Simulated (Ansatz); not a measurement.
# V (Im-3m) in Ansatz: notebook, part 2 of 2

Ansatz 0.2.0. Earlier steps stand in the parts before.

### Step 5. Band structure, PBE, collinear spin, ferromagnetic start

input.yaml

```yaml
crystal:
  lattice:
    - [-1.51435, 1.51435, 1.51435]
    - [1.51435, -1.51435, 1.51435]
    - [1.51435, 1.51435, -1.51435]
  atoms:
    - { symbol: V, position: [0.0, 0.0, 0.0], spin: 2.0 }
hamiltonian:
  xc: pbe
  pseudopotentials: { kind: paw, source: ansatz }
magnetization:
  spin_polarized: true
kpoints:
  mp_grid: { grid: [12, 12, 12] }
  band_path:
    path:
      - [[0.0, 0.0, 0.0], [0.5, -0.5, 0.5], [0.0, 0.0, 0.5], [0.0, 0.0, 0.0], [0.25, 0.25, 0.25], [0.5, -0.5, 0.5]]
      - [[0.25, 0.25, 0.25], [0.0, 0.0, 0.5]]
    npoints: 14
scf:
  occupations: { method: fermi_dirac, width: 0.05 }
  n_extra_bands: 6
output:
  forces: true
  stress: true
  eigenvalues: true
  fatbands: false
  write_density: true
  write_potential: true
  elf: true
  volumetric_format: npy
```

Potentials or basis: Ansatz PAW earlier set.

Started as:

```bash
$ ansatz run input.yaml --threads 2 --pin off --max-ram 5632MiB --backend cpu --events-out ev --progress --plain --runs-dir out
```

Output:

```text
Warning: RAYON_NUM_THREADS=2 ignored (pool sized by the plan → 2); use --threads N
scf.n_extra_bands = 6 over 7 filled bands (N_el = 13.0): the run solves 13 bands
Engine: ansatz 0.2.0, aarch64-unknown-linux-gnu
Pseudopotentials: kind: paw
Pseudopotential: V, paw, valence charge 13, recommended cutoff 840 eV (normal), V.paw.azcp
Functional definition: PBE
  parameter kappa = 0.804
  parameter beta = 0.06672455060314922
  exchange = pbe_x(kappa = kappa, mu = beta*pi^2/3)
  correlation = pbe_c(beta = beta)
Crystal: 1 atoms, lattice volume = 13.891 Å³
Basis set: ecut = 840 eV, 767 PW (Γ), exchange–correlation on 50×50×50 points (8 copies of the dense FFT grid, shifted against one another)
Bands: 13, of which v1, the nominal top of the filled ones, is band 7 counted from 1 (6 counted from 0)
Symmetry: 48 space group operations
Space group: Im-3m (ITA 229), of the structure as read, at distance tolerance 2.4e-5 Å
[... 37 lines left out ...]
Fermi energy:    15.944639 eV
--- Per-component energies (eV) ---
  E_band       = -152.156397
  E_kinetic    = 618.425572
  E_local      = -1556.694579  (includes V_loc(G=0)·N_el)
  E_nonlocal   = 312.683825
  E_hartree    = 412.594791
  E_xc         = -201.769474
  E_vxc        = -253.268232  (∫ρ·V_xc dr)
  E_paw        = -1035.601225  (= ΣΔE_a)
  E_vpaw       = -98.492573  (= ΣTr[D̂ρ^β])
  E_aug_tail   = 0.000004  (compensation charges beyond the density's cutoff)
  E_ewald      = -1462.049804
  E_smearing   = -0.017901  (= −TS)
  E_closure    = 0.000000  (closes the sum)
  Σ components = -2912.428791   (vs F -2912.428791, Δ=0.00e0)
--- Forces (eV/Å), atoms counted from 1 ---
  atom   1  V     -0.00000000    -0.00000000     0.00000000
  max |Σ_I F_I| component: 1.80e-32 eV/Å
--- Stress (GPa, compression-positive) ---
       -5.413216      -0.000000       0.000000
       -0.000000      -5.413216       0.000000
       -0.000000      -0.000000      -5.413216
  P = ⅓ Tr σ = -5.4132 GPa (-54.132 kbar)
--- Band table (eV; the first three rows and the last of 144) ---
  k-point 0 ↑: bands = ["-47.7839", "-21.1267", "-21.1267", "-21.1267", "9.4228", "16.3595", "16.3595", "16.3595", "18.2977", "18.2977", "36.2338", "36.2338", "36.2338"]
  k-point 1 ↑: bands = ["-47.7723", "-21.1837", "-21.1442", "-21.1270", "9.6939", "16.2467", "16.3320", "16.5507", "18.1742", "18.3056", "35.6661", "36.1513", "36.4402"]
  k-point 2 ↑: bands = ["-47.7406", "-21.3379", "-21.1920", "-21.1280", "10.4570", "15.9503", "16.1838", "17.0972", "17.9816", "18.3371", "34.0529", "35.5329", "36.9618"]
  k-point 71 ↓: bands = ["-47.4873", "-21.6883", "-21.6883", "-21.6883", "13.0923", "13.0923", "19.5384", "19.5384", "19.5384", "25.8669", "25.8669", "25.8669", "32.3853"]
```

It took 3.5 s on 2 threads of Arm Neoverse V2, shared host; peak memory 0.31 GiB.

Results:

| Item | Value |
| --- | --- |
| Free energy | -2912.4288 eV |
| Pressure | -5.4 GPa |
| Band gap on the k mesh | none (metal or under the smearing width) |
| Net moment | 0.00 μB per cell |
| Absolute moment | 0.00 μB per cell |

Levels at the corners of the path, in eV from the Fermi level:
Spin up:
| point | band 2 | band 3 | band 4 | band 5 | band 6 | band 7 | band 8 | band 9 | band 10 | band 11 |
| --- | --- | --- | --- | --- | --- | --- | --- | --- | --- | --- |
| Γ | -37.07 | -37.07 | -37.07 | -6.52 | 0.41 | 0.41 | 0.41 | 2.35 | 2.35 | 20.29 |
| H | -37.63 | -37.63 | -37.63 | -2.85 | -2.85 | 3.59 | 3.59 | 3.59 | 9.92 | 9.92 |
| N | -37.89 | -37.33 | -37.08 | -3.07 | -1.06 | 1.53 | 2.35 | 2.69 | 3.97 | 9.79 |
| Γ | -37.07 | -37.07 | -37.07 | -6.52 | 0.41 | 0.41 | 0.41 | 2.35 | 2.35 | 20.29 |
| P | -37.48 | -37.48 | -37.48 | -1.08 | -1.08 | -1.08 | 2.75 | 2.75 | 10.09 | 10.09 |
| H | -37.63 | -37.63 | -37.63 | -2.85 | -2.85 | 3.59 | 3.59 | 3.59 | 9.92 | 9.92 |
| P | -37.48 | -37.48 | -37.48 | -1.08 | -1.08 | -1.08 | 2.75 | 2.75 | 10.09 | 10.09 |
| N | -37.89 | -37.33 | -37.08 | -3.07 | -1.06 | 1.53 | 2.35 | 2.69 | 3.97 | 9.79 |
Spin down:
| point | band 4 | band 5 | band 6 | band 7 | band 8 | band 9 |
| --- | --- | --- | --- | --- | --- | --- |
| Γ | -37.07 | -6.52 | 0.41 | 0.41 | 0.41 | 2.35 |
| H | -37.63 | -2.85 | -2.85 | 3.59 | 3.59 | 3.59 |
| N | -37.08 | -3.07 | -1.06 | 1.53 | 2.35 | 2.69 |
| Γ | -37.07 | -6.52 | 0.41 | 0.41 | 0.41 | 2.35 |
| P | -37.48 | -1.08 | -1.08 | -1.08 | 2.75 | 2.75 |
| H | -37.63 | -2.85 | -2.85 | 3.59 | 3.59 | 3.59 |
| P | -37.48 | -1.08 | -1.08 | -1.08 | 2.75 | 2.75 |
| N | -37.08 | -3.07 | -1.06 | 1.53 | 2.35 | 2.69 |

Caveat: the starting moments weren't kept.

### Step 6. Band structure, PBE, collinear spin, ferromagnetic start

Edit input.yaml of step 5 so:

```diff
@@ -9,3 +9,3 @@
   xc: pbe
-  pseudopotentials: { kind: paw, source: ansatz }
+  pseudopotentials: { kind: nc }
 magnetization:
@@ -27,5 +27 @@
   fatbands: false
-  write_density: true
-  write_potential: true
-  elf: true
-  volumetric_format: npy
```

Potentials or basis: Ansatz NC.

Started as:

```bash
$ ansatz run input.yaml --threads 2 --pin off --max-ram 5632MiB --backend cpu --events-out ev --progress --plain --runs-dir out
```

Output:

```text
Warning: RAYON_NUM_THREADS=2 ignored (pool sized by the plan → 2); use --threads N
scf.n_extra_bands = 6 over 7 filled bands (N_el = 13.0): the run solves 13 bands
[... 2 set-up lines as earlier in the session ...]
Pseudopotential: V, nc, valence charge 13, recommended cutoff 1142.878222 eV (normal), V.nc.azcp
[... 5 set-up lines as earlier in the session ...]
Crystal: 1 atoms, lattice volume = 13.891 Å³
Basis set: ecut = 1142.878222 eV, 1205 PW (Γ), exchange–correlation on 60×60×60 points (8 copies of the dense FFT grid, shifted against one another)
Bands: 13, of which v1, the nominal top of the filled ones, is band 7 counted from 1 (6 counted from 0)
[... 2 set-up lines as earlier in the session ...]
Magnetic group: BNS 229.140 (UNI 1642), of the structure as read, at distance tolerance 2.4e-5 Å
k-points: 72 of 1728
[... 2 set-up lines as earlier in the session ...]
Starting moments: Σ|m| = 2 μB on 1 of 1 site
[... 2 set-up lines as earlier in the session ...]
SCF iter   1: F=—  HF=-2089.382900 eV  |F-HF|=—  |Δ(HF+E_count)|=         —  Δρ=1.52e-1 (↑1.52e-1 ↓7.97e-2)  dr2=8.19e-1  dr2_m=1.64e0  M=0.849 μB ∫|m|=0.849 μB  β_m=0.30  ethr=3.10e-3  ⟨swp⟩=7.1  Hψ=12563  notcnv=0
preconditioner: auto → none  [metal: Δε(μ)=0.010 eV  Ē_g=10.388 eV  σ=0.050 eV  W_gap=0.05  n_scr=0 (ndim 8)  ℏωp=22.3 eV  f_vac=0.000  D(μ)=1.62/eV (n_scr^D=18)]
SCF iter   2: F=—  HF=-2089.323056 eV  |F-HF|=—  |Δ(HF+E_count)|=   5.98e-2  Δρ=9.12e-2 (↑9.12e-2 ↓7.74e-2)  dr2=5.19e-2  dr2_m=8.81e-1  M=0.770 μB ∫|m|=0.770 μB  β_m=0.30  ethr=3.10e-3  ⟨swp⟩=2.9  Hψ=4132  notcnv=0  defer=177
SCF iter   3: F=—  HF=-2089.413059 eV  |F-HF|=—  |Δ(HF+E_count)|=   9.00e-2  Δρ=6.43e-2 (↑6.37e-2 ↓6.43e-2)  dr2=6.15e-3  dr2_m=5.13e-1  M=0.692 μB ∫|m|=0.692 μB  β_m=0.30  ethr=4.00e-4  ⟨swp⟩=3.4  Hψ=3247  notcnv=0  defer=178
[... 17 lines left out ...]
SCF 1 converged in 17 iterations: F = -2089.569280 eV  dr2 = 1.51e-13
NSCF: frozen V_eff on 86 k-points
SCF converged after 17 iterations
Magnetization: -0.0000 μB (6.5000 up, 6.5000 down)
Absolute magnetization: 0.0000 μB (∫|ρ↑−ρ↓|)
Spin contamination: 0.0000 ħ² per cell (⟨S²⟩ above its minimum at these occupations)
Per-site moments (μB) at R_I (Å): [(-1.8664023618347722e-5, 1.081959095432296)]
Free energy (F): -2089.569280 eV
Harris-Foulkes:  -2089.569280 eV  (|F-HF|=2.27e-12)
Internal energy: -2089.551549 eV  (E = F + TS)
E sigma→0 (E₀):  -2089.560415 eV
Entropy (-TS):   -0.017731 eV (-17.731 meV/atom)
Fermi energy:    16.071636 eV
--- Per-component energies (eV) ---
  E_band       = -150.754749
  E_kinetic    = 826.805538
  E_local      = -1463.897710  (includes V_loc(G=0)·N_el)
  E_nonlocal   = 17.606423
  E_hartree    = 398.341347
  E_xc         = -406.357344
  E_vxc        = -327.951691  (∫ρ·V_xc dr)
  E_ewald      = -1462.049804
  E_smearing   = -0.017731  (= −TS)
  E_closure    = -0.000000  (closes the sum)
  Σ components = -2089.569280   (vs F -2089.569280, Δ=0.00e0)
--- Forces (eV/Å), atoms counted from 1 ---
  atom   1  V     -0.00000000     0.00000000     0.00000000
  max |Σ_I F_I| component: 1.31e-31 eV/Å
--- Stress (GPa, compression-positive) ---
       -5.313118      -0.000000      -0.000000
       -0.000000      -5.313118       0.000000
       -0.000000      -0.000000      -5.313118
  P = ⅓ Tr σ = -5.3131 GPa (-53.131 kbar)
--- Band table (eV; the first three rows and the last of 144) ---
  k-point 0 ↑: bands = ["-47.6835", "-21.0290", "-21.0290", "-21.0290", "9.5380", "16.4914", "16.4914", "16.4914", "18.4235", "18.4235", "36.3915", "36.3915", "36.3915"]
  k-point 1 ↑: bands = ["-47.6719", "-21.0860", "-21.0466", "-21.0294", "9.8091", "16.3783", "16.4637", "16.6830", "18.2999", "18.4314", "35.8175", "36.3066", "36.5969"]
  k-point 2 ↑: bands = ["-47.6402", "-21.2401", "-21.0943", "-21.0303", "10.5721", "16.0812", "16.3140", "17.2306", "18.1078", "18.4630", "34.1939", "35.6808", "37.1152"]
  k-point 71 ↓: bands = ["-47.3870", "-21.5903", "-21.5903", "-21.5903", "13.2114", "13.2114", "19.6779", "19.6779", "19.6779", "25.9866", "25.9866", "25.9866", "32.5188"]
```

bands.tsv:

```text
# k_distance	band_0_up	band_1_up	band_2_up	band_3_up	band_4_up	band_5_up	band_6_up	band_7_up	band_8_up	band_9_up	band_10_up	band_11_up	band_12_up	band_0_dn	band_1_dn	band_2_dn	band_3_dn	band_4_dn	band_5_dn	band_6_dn	band_7_dn	band_8_dn	band_9_dn	band_10_dn	band_11_dn	band_12_dn
# fermi_ev = 16.071636
[... 99 lines left out ...]
9.564810	-63.579926	-37.915947	-37.359843	-37.108712	-3.054717	-1.067408	1.461116	2.352289	2.694201	4.062115	9.794567	15.641479	19.097534	-63.579947	-37.915968	-37.359864	-37.108732	-3.054734	-1.067432	1.461103	2.352271	2.694187	4.062089	9.794547	15.641470	19.097513
9.638901	-63.580099	-37.918579	-37.357975	-37.106252	-3.075878	-1.062563	1.522185	2.347705	2.693444	3.982515	9.798332	15.687450	19.255823	-63.580119	-37.918600	-37.357996	-37.106273	-3.075895	-1.062588	1.522172	2.347687	2.693429	3.982490	9.798313	15.687441	19.255801
```

Wall time 5.6 s (2 threads of Arm Neoverse V2, shared host); peak memory 0.3 GiB.

Results:

```
Free energy            : -2089.5693 eV
Pressure               : -5.3 GPa
Band gap on the k mesh : none (metal or under the smearing width)
Net moment             : 0.00 μB per cell
Absolute moment        : 0.00 μB per cell
```

Levels at the corners of the path, in eV from the Fermi level:
Spin up:
| point | band 2 | band 3 | band 4 | band 5 | band 6 | band 7 | band 8 | band 9 | band 10 | band 11 |
| --- | --- | --- | --- | --- | --- | --- | --- | --- | --- | --- |
| Γ | -37.10 | -37.10 | -37.10 | -6.53 | 0.42 | 0.42 | 0.42 | 2.35 | 2.35 | 20.32 |
| H | -37.66 | -37.66 | -37.66 | -2.86 | -2.86 | 3.61 | 3.61 | 3.61 | 9.91 | 9.91 |
| N | -37.92 | -37.36 | -37.11 | -3.08 | -1.06 | 1.52 | 2.35 | 2.69 | 3.98 | 9.80 |
| Γ | -37.10 | -37.10 | -37.10 | -6.53 | 0.42 | 0.42 | 0.42 | 2.35 | 2.35 | 20.32 |
| P | -37.51 | -37.51 | -37.51 | -1.08 | -1.08 | -1.08 | 2.75 | 2.75 | 10.10 | 10.10 |
| H | -37.66 | -37.66 | -37.66 | -2.86 | -2.86 | 3.61 | 3.61 | 3.61 | 9.91 | 9.91 |
| P | -37.51 | -37.51 | -37.51 | -1.08 | -1.08 | -1.08 | 2.75 | 2.75 | 10.10 | 10.10 |
| N | -37.92 | -37.36 | -37.11 | -3.08 | -1.06 | 1.52 | 2.35 | 2.69 | 3.98 | 9.80 |
Spin down:
```csv
point,band 3,band 4,band 5,band 6,band 7,band 8,band 9,band 10
Γ,-37.10,-37.10,-6.53,0.42,0.42,0.42,2.35,2.35
H,-37.66,-37.66,-2.86,-2.86,3.61,3.61,3.61,9.91
N,-37.36,-37.11,-3.08,-1.06,1.52,2.35,2.69,3.98
Γ,-37.10,-37.10,-6.53,0.42,0.42,0.42,2.35,2.35
P,-37.51,-37.51,-1.08,-1.08,-1.08,2.75,2.75,10.10
H,-37.66,-37.66,-2.86,-2.86,3.61,3.61,3.61,9.91
P,-37.51,-37.51,-1.08,-1.08,-1.08,2.75,2.75,10.10
N,-37.36,-37.11,-3.08,-1.06,1.52,2.35,2.69,3.98
```

Caveat: the starting moments weren't kept.

### Step 7. The runs side by side

| potentials or basis | cutoff (eV) | gap on the mesh (eV) | pressure (GPa) | moment (μB) |
| --- | --- | --- | --- | --- |
| SPMS NC | 844 | none | -5.2 | 0.00 |
| PseudoDojo standard (PBE files) | 1143 | none | -5.3 | 0.00 |
| PseudoDojo stringent (PBE files) | 1143 | none | -5.3 | 0.00 |
| Ansatz PAW earlier set | 840 | none | -5.4 | 0.00 |
| Ansatz NC | 1143 | none | -5.3 | 0.00 |

Alike in all rows: task band structure; level PBE; spin collinear, ferromagnetic start; cell as given; k mesh 12 × 12 × 12; smearing fermi-dirac 0.05 eV.

Caveats: the starting moments weren't kept.

Absolute energies hang on the potentials; compare differences alone.
